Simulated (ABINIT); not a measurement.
# CdO (Monteponite) (Fm-3m) in ABINIT: single point with PBE

Aim: the single point of CdO (Monteponite) with PBE.

All numbers are computed with ABINIT 10.8.3 (patched build); they aren't measurements. Logs are shortened: lines on timing, memory, paths and dates and some standing lists are left out, and cuts for length are marked. The log counts tension as positive stress, the text compression.

## (1) Starting point

It takes space group Fm-3m (No. 225, cubic). Conventional cell: a = 4.699 Å, b = 4.699 Å, c = 4.699 Å, α = 90.00°, β = 90.00°, γ = 90.00°. Cd (site symmetry m-3m) is surrounded by 6 O at 2.35 Å. O (site symmetry m-3m) is surrounded by 6 Cd at 2.35 Å.

## (2) Single point, PBE

The input, run.abi:

```
# Pseudopotentials
pp_dirpath "./"
pseudos "Cd.upf, O.upf"

# Structure
acell 6.2789831012 6.2789831012 6.2789831012
rprim
     0.0000000000     0.7071067812     0.7071067812
     0.7071067812     0.0000000000     0.7071067812
     0.7071067812     0.7071067812     0.0000000000
ntypat 2
znucl 48 8
natom 2
typat 1 2
xred
     0.0000000000     0.0000000000     0.0000000000
     0.5000000000     0.5000000000     0.5000000000

# Plane-wave basis
ecut 1251.723767 eV

# k points
kptopt 1
ngkpt 8 8 8
nshiftk 1
shiftk 0.0 0.0 0.0

# Exchange and correlation
ixc 11

# Bands and occupations
nband 17
occopt 3
tsmear 0.05 eV

# SCF cycle
nstep 100
tolvrs 1.0e-10

# Output
iomode 3
prtwf 0
prtden 0
prteig 0
prtebands 0
```

Potentials or basis: PseudoDojo NC SR PBE v0.4.1 standard.

The run is started by

```
> mpirun --bind-to none -np 4 abinit run.abi > log 2>&1
```

run.abo:

```text
.Version 10.8.3 of ABINIT
 Symmetries : space group Fm -3 m (#225); Bravais cF (face-center cubic)
================================================================================
 Values of the parameters that define the memory need of the present run
     intxc =       0    ionmov =       0      iscf =       7    lmnmax =       6
     lnmax =       6     mgfft =      40  mpssoang =       3    mqgrid =    3001
     natom =       2  nloc_mem =       1    nspden =       1   nspinor =       1
    nsppol =       1      nsym =      48    n1xccc =    2501    ntypat =       2
    occopt =       3   xclevel =       2
       mpw =        2646          nfft =       64000          nkpt =          29
================================================================================
================================================================================

--------------------------------------------------------------------------------
------------- Echo of variables that govern the present computation ------------
--------------------------------------------------------------------------------
 -outvars: echo values of preprocessed input variables --------
            acell      6.2789831012E+00  6.2789831012E+00  6.2789831012E+00 Bohr
              amu      1.12411000E+02  1.59994000E+01
             ecut      4.60000000E+01 Hartree
              ixc          11
         kptrlatt        8    0    0      0    8    0      0    0    8
          kptrlen      5.02318648E+01
            natom           2
            nband          17
            ngfft          40      40      40
             nkpt          29
            nstep         100
             nsym          48
           ntypat           2
           occopt           3
           prtden           0
        prtebands           0
           prteig           0
            prtwf           0
            rprim      0.0000000000E+00  7.0710678120E-01  7.0710678120E-01
                       7.0710678120E-01  0.0000000000E+00  7.0710678120E-01
                       7.0710678120E-01  7.0710678120E-01  0.0000000000E+00
          spgroup         225
           tolvrs      1.00000000E-10
           tsmear      1.83746611E-03 Hartree
            typat      1  2
           xangst      0.0000000000E+00  0.0000000000E+00  0.0000000000E+00
                       2.3494999985E+00  2.3494999985E+00  2.3494999985E+00
            xcart      0.0000000000E+00  0.0000000000E+00  0.0000000000E+00
                       4.4399115299E+00  4.4399115299E+00  4.4399115299E+00
             xred      0.0000000000E+00  0.0000000000E+00  0.0000000000E+00
                       5.0000000000E-01  5.0000000000E-01  5.0000000000E-01
            znucl       48.00000    8.00000

================================================================================

 chkinp: Checking input parameters for consistency.

================================================================================
== DATASET  1 ==================================================================

--- !DatasetInfo
iteration_state: {dtset: 1, }
dimensions: {natom: 2, nkpt: 29, mband: 17, nsppol: 1, nspinor: 1, nspden: 1, mpw: 2646, }
cutoff_energies: {ecut:  46.0, pawecutdg:  -1.0, }
electrons: {nelect:   2.60000000E+01, charge:   0.00000000E+00, occopt:   3.00000000E+00, tsmear:   1.83746611E-03, }
meta: {optdriver: 0, ionmov: 0, optcell: 0, iscf: 7, paral_kgb: 0, }
...

 Exchange-correlation functional for the present dataset will be:
  GGA: Perdew-Burke-Ernzerhof functional - ixc=11
  J.P.Perdew, K.Burke, M.Ernzerhof, PRL 77, 3865 (1996)

 Real(R)+Recip(G) space primitive vectors, cartesian coordinates (Bohr,Bohr^-1):
 R(1)=  0.0000000  4.4399115  4.4399115  G(1)= -0.1126149  0.1126149  0.1126149
 R(2)=  4.4399115  0.0000000  4.4399115  G(2)=  0.1126149 -0.1126149  0.1126149
 R(3)=  4.4399115  4.4399115  0.0000000  G(3)=  0.1126149  0.1126149 -0.1126149
 Unit cell volume ucvol=  1.7504630E+02 bohr^3
 Angles (23,13,12)=  6.00000000E+01  6.00000000E+01  6.00000000E+01 degrees

 getcut: wavevector=  0.0000  0.0000  0.0000  ngfft=  40  40  40
         ecut(hartree)=     46.000   => boxcut(ratio)=   2.08654

--- Pseudopotential description ------------------------------------------------
- pspini: atom type   1  psp file is ./Cd.upf
12 -101130 2 -1 1368                          pspcod,pspxc,lmax,lloc,mmax
     nproj     2     2     2

- pspini: atom type   2  psp file is ./O.upf
12 -101130 2 -1 936                           pspcod,pspxc,lmax,lloc,mmax
     nproj     2     2     1

   7.63359783E+02                                ecore*ucvol(ha*bohr**3)
--------------------------------------------------------------------------------

================================================================================

--- !BeginCycle
iteration_state: {dtset: 1, }
solver: {iscf: 7, nstep: 100, nline: 4, wfoptalg: 0, }
tolerances: {tolvrs: 1.00E-10, }
...

     iter   Etot(hartree)      deltaE(h)  residm     vres2
 ETOT  1  -191.06964143769    -1.911E+02 2.696E+00 1.503E+03
 ETOT  2  -191.39481012786    -3.252E-01 1.751E-01 3.053E+03
 ETOT  3  -191.85723206880    -4.624E-01 1.234E-02 3.616E+01
 ETOT  4  -191.86082209631    -3.590E-03 6.104E-03 2.392E+01
 ETOT  5  -191.86411536935    -3.293E-03 1.397E-03 2.827E+00
 ETOT  6  -191.86466348112    -5.481E-04 9.897E-04 5.443E-01
 ETOT  7  -191.86475370448    -9.022E-05 3.843E-04 1.398E-01
 ETOT  8  -191.86478507371    -3.137E-05 3.134E-04 6.535E-05
 ETOT  9  -191.86478508811    -1.440E-08 1.944E-04 6.210E-06
 ETOT 10  -191.86478508927    -1.156E-09 1.204E-04 1.096E-06
 ETOT 11  -191.86478508951    -2.393E-10 1.305E-04 5.233E-09
 ETOT 12  -191.86478508951    -6.821E-13 4.421E-05 2.600E-11

 At SCF step   12       vres2   =  2.60E-11 < tolvrs=  1.00E-10 =>converged.

 Cartesian components of stress tensor (hartree/bohr^3)
  sigma(1 1)= -1.72091679E-04  sigma(3 2)=  0.00000000E+00
  sigma(2 2)= -1.72091679E-04  sigma(3 1)=  0.00000000E+00
  sigma(3 3)= -1.72091679E-04  sigma(2 1)=  0.00000000E+00

--- !ResultsGS
iteration_state: {dtset: 1, }
comment   : Summary of ground state results
lattice_vectors:
- [  0.0000000,   4.4399115,   4.4399115, ]
- [  4.4399115,   0.0000000,   4.4399115, ]
- [  4.4399115,   4.4399115,   0.0000000, ]
lattice_lengths: [   6.27898,    6.27898,    6.27898, ]
lattice_angles: [ 60.000,  60.000,  60.000, ] # degrees, (23, 13, 12)
lattice_volume:   1.7504630E+02
convergence: {deltae: -6.821E-13, res2:  2.600E-11, residm:  4.421E-05, diffor: null, }
etotal    :  -1.91864785E+02
entropy   :   0.00000000E+00
fermie    :   3.08221386E-01
cartesian_stress_tensor: # hartree/bohr^3
- [ -1.72091679E-04,   0.00000000E+00,   0.00000000E+00, ]
- [  0.00000000E+00,  -1.72091679E-04,   0.00000000E+00, ]
- [  0.00000000E+00,   0.00000000E+00,  -1.72091679E-04, ]
pressure_GPa:   5.0631E+00
xred      :
- [  0.0000E+00,   0.0000E+00,   0.0000E+00, Cd]
- [  5.0000E-01,   5.0000E-01,   5.0000E-01,  O]
cartesian_forces: # hartree/bohr
- [ -0.00000000E+00,  -0.00000000E+00,  -0.00000000E+00, ]
- [ -0.00000000E+00,  -0.00000000E+00,  -0.00000000E+00, ]
force_length_stats: {min:   0.00000000E+00, max:   0.00000000E+00, mean:   0.00000000E+00, }
...

 Integrated electronic density in atomic spheres:
 ------------------------------------------------
 Atom  Sphere_radius  Integrated_density
    1        2.00000         17.16505696
    2        2.00000          6.07964397
================================================================================

 ----iterations are completed or convergence reached----

 Mean square residual over all n,k,spin=   12.598E-08; max=  44.213E-06
 reduced coordinates (array xred) for    2 atoms
       0.000000000000      0.000000000000      0.000000000000
       0.500000000000      0.500000000000      0.500000000000
 rms dE/dt=  0.0000E+00; max dE/dt=  0.0000E+00; dE/dt below (all hartree)
    1       0.000000000000      0.000000000000      0.000000000000
    2       0.000000000000      0.000000000000      0.000000000000

 cartesian coordinates (angstrom) at end:
    1      0.00000000000000     0.00000000000000     0.00000000000000
    2      2.34949999845395     2.34949999845395     2.34949999845395

 cartesian forces (hartree/bohr) at end:
    1     -0.00000000000000    -0.00000000000000    -0.00000000000000
    2     -0.00000000000000    -0.00000000000000    -0.00000000000000
 frms,max,avg= 0.0000000E+00 0.0000000E+00   0.000E+00  0.000E+00  0.000E+00 h/b

 cartesian forces (eV/Angstrom) at end:
    1     -0.00000000000000    -0.00000000000000    -0.00000000000000
    2     -0.00000000000000    -0.00000000000000    -0.00000000000000
 frms,max,avg= 0.0000000E+00 0.0000000E+00   0.000E+00  0.000E+00  0.000E+00 e/A
 length scales=  6.278983101200  6.278983101200  6.278983101200 bohr
              =  3.322694762546  3.322694762546  3.322694762546 angstroms
 Fermi (or HOMO) energy (hartree) =   0.30822   Average Vxc (hartree)=  -0.44222
 Eigenvalues (hartree) for nkpt=  29  k points:
 kpt#   1, nband= 17, wtk=  0.00195, kpt=  0.0000  0.0000  0.0000 (reduced coord)
  -3.38903   -1.95876   -1.95876   -1.95876   -0.33334    0.05690    0.05690    0.05690
   0.06811    0.06811    0.25329    0.25329    0.25329    0.28868    0.84128    0.92962
   0.92962
      occupation numbers for kpt#   1
   2.00000    2.00000    2.00000    2.00000    2.00000    2.00000    2.00000    2.00000
   2.00000    2.00000    2.00000    2.00000    2.00000    1.99995    0.00000    0.00000
   0.00000
 prteigrs : prtvol=0 or 1, do not print more k-points.

--- !EnergyTerms
iteration_state     : {dtset: 1, }
comment             : Components of total free energy in Hartree
kinetic             :  7.26857899379830E+01
hartree             :  4.91190638787811E+01
xc                  : -2.84443077385513E+01
Ewald energy        : -1.27284954973448E+02
psp_core            :  4.36090203575312E+00
local_psp           : -1.64016400696333E+02
non_local_psp       :  1.71515668896079E+00
internal            : -1.91864750866855E+02
'-kT*entropy'       : -3.42226533476313E-05
total_energy        : -1.91864785089508E+02
total_energy_eV     : -5.22090677407274E+03
band_energy         : -1.71920054252196E+01
...

 Cartesian components of stress tensor (hartree/bohr^3)
  sigma(1 1)= -1.72091679E-04  sigma(3 2)=  0.00000000E+00
  sigma(2 2)= -1.72091679E-04  sigma(3 1)=  0.00000000E+00
  sigma(3 3)= -1.72091679E-04  sigma(2 1)=  0.00000000E+00

-Cartesian components of stress tensor (GPa)         [Pressure=  5.0631E+00 GPa]
- sigma(1 1)= -5.06311199E+00  sigma(3 2)=  0.00000000E+00
- sigma(2 2)= -5.06311199E+00  sigma(3 1)=  0.00000000E+00
- sigma(3 3)= -5.06311199E+00  sigma(2 1)=  0.00000000E+00

== END DATASET(S) ==============================================================
================================================================================

 -outvars: echo values of variables after computation  --------
            acell      6.2789831012E+00  6.2789831012E+00  6.2789831012E+00 Bohr
           etotal     -1.9186478509E+02
            fcart     -0.0000000000E+00 -0.0000000000E+00 -0.0000000000E+00
                      -0.0000000000E+00 -0.0000000000E+00 -0.0000000000E+00
            rprim      0.0000000000E+00  7.0710678120E-01  7.0710678120E-01
                       7.0710678120E-01  0.0000000000E+00  7.0710678120E-01
                       7.0710678120E-01  7.0710678120E-01  0.0000000000E+00
           strten     -1.7209167874E-04 -1.7209167874E-04 -1.7209167874E-04
                       0.0000000000E+00  0.0000000000E+00  0.0000000000E+00
           xangst      0.0000000000E+00  0.0000000000E+00  0.0000000000E+00
                       2.3494999985E+00  2.3494999985E+00  2.3494999985E+00
             xred      0.0000000000E+00  0.0000000000E+00  0.0000000000E+00
                       5.0000000000E-01  5.0000000000E-01  5.0000000000E-01
 Calculation completed.
```

It took 13 s on 4 MPI ranks of Arm Neoverse V2, shared host; peak memory 0.28 GiB.

Results:

```yaml
Free_energy: -5220.9068 eV
Band_gap_on_the_k_mesh: none (metal or under the smearing width)
Valence_electrons_inside_the_program's_atomic_spheres: Cd 17.17; O 6.08
```

Levels at points of the mesh, in eV from the Fermi level:
| k point | band 10 | band 11 | band 12 | band 13 | band 14 | band 15 | band 16 | band 17 |
| --- | --- | --- | --- | --- | --- | --- | --- | --- |
| (0.00, 0.00, 0.00) | -6.53 | -1.49 | -1.49 | -1.49 | -0.53 | 14.51 | 16.91 | 16.91 |
| (0.50, 0.00, 0.00) | -6.29 | -3.94 | -0.14 | -0.14 | 4.32 | 7.18 | 11.78 | 11.78 |
| (0.50, 0.50, 0.00) | -5.84 | -4.45 | -2.45 | -2.45 | 3.79 | 8.38 | 11.11 | 13.18 |

Caveat: the cutoff is too short for stress, so the log's stress isn't used; this crystal is a semiconductor, whose small gap the functional closes, so the metal is an error of the method.
